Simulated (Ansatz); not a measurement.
Crystal: TaN.

```
Ta N
1.0
     2.92177    0.00000    0.00000
    -1.46088    2.53033    0.00000
     0.00000    0.00000    5.91652
Ta N
2 2
Direct
  0.00000 0.00000 0.50000
  0.00000 0.00000 0.00000
  0.33333 0.66667 0.25000
  0.66667 0.33333 0.75000
```

The cell comes from a database or a generator and needn't be the stable form of this composition.

Base run:

| Property | Result |
| --- | --- |
| Program | Ansatz 0.2.0 |
| Functional | revPBE |
| Potentials or basis | Ansatz PAW |
| Cutoff | 420 eV (not typed: the program's choice for these potentials) |
| k mesh | 10 × 10 × 5 |
| Occupations | fermi-dirac, width 0.05 eV |
| Spin | no spin polarisation |

Its results: band gap on the k mesh none (metal or under the smearing width); pressure 2.3 GPa.

The run is repeated on the same cell with these changes: functional from revPBE to RPBE. What comes out?

Band gap on the k mesh none (metal or under the smearing width); pressure 3.6 GPa.

Caveats: spin-orbit coupling is left out, which moves the levels of the heavy elements; the PAW data sets come from PBE, with cores solved anew for the run's functional, which leaves a small shift of forces and pressure.
